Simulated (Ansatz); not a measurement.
**BN (Fmm2), a vibration from a frozen displacement**

Method: DFT PBE+D3(BJ), scalar-relativistic, plane waves, PAW (Ansatz 0.2.0). The runs took a 420 eV cutoff, a Γ-centred 6×6×6 mesh and Gaussian smearing (0.05 eV). No spin polarisation. Energies are free energies at this smearing, counted from the undisturbed cell; pressure is positive in compression.

The starting cell (relaxed at this level; this form isn't the usual structure):

```
B N
1.0
     0.00000    0.00000    4.33766
     2.50768    3.33948    2.16883
    -2.50768    3.33948    2.16883
B N
4 4
Direct
  0.50011 0.75000 0.25000
  0.50011 0.25000 0.75000
  0.00011 0.50000 0.50000
  0.00011 0.00000 0.00000
  0.16659 0.75000 0.25000
  0.16659 0.25000 0.75000
  0.66659 0.50000 0.50000
  0.66659 0.00000 0.00000
```

Atom 1 (B) is moved by x along the Cartesian unit vector (0.000, 0.000, -1.000); the cell and all other atoms stay fixed. The cell's volume is 72.65 Å³; the moved atoms weigh 10.810 u together and the others 88.458 u.

```csv
x (Å),ΔE (meV/cell),total force on the moved atoms along the move (eV/Å),pressure (GPa)
-0.2000,811.96,7.3693,3.2087
-0.1333,383.40,5.4029,1.5232
-0.0667,102.04,2.9650,0.3983
0.0000,0.00,-0.0003,-0.0109
0.0333,28.03,-1.7117,0.1065
0.0667,116.39,-3.6127,0.4703
0.1000,271.19,-5.7234,1.1033
0.1333,500.40,-8.0888,2.0333
0.1667,814.35,-10.7667,3.2946
0.2000,1222.32,-13.8022,4.9133
```

Q: What frequency belongs to this motion?

A: The force constant is k = −dF/dx = 49.084 eV/Å², from the parabola through x = -0.0667, 0 and 0.0333. In every cell the moved atoms swing against the rest, so the mass is μ = m₁m₂/(m₁ + m₂) = 9.633 u, and ν̃ = 521.5 cm⁻¹ × √(|k|/μ) = 1177 cm⁻¹. Steps this long are already anharmonic: the energies of the same points give k = 47.433 eV/Å², so the harmonic k is uncertain by that gap or more. The pattern needn't be a normal mode: ν̃² is then a weighted mean of the squared nonzero frequencies at the zone centre of this cell, taken without macroscopic field, so it lies between the lowest and the highest of them.

Q: How far does the harmonic law reach?

A: At x = -0.200 Å, kx²/2 = 981.67 meV against the computed 811.96 meV (-17.3 %): the well softens in this direction at large amplitude.

Cost: 10 runs of about 1.4 core-minutes in all, on Intel Xeon Platinum 8259CL (Skylake/Cascade Lake) (shared hosts).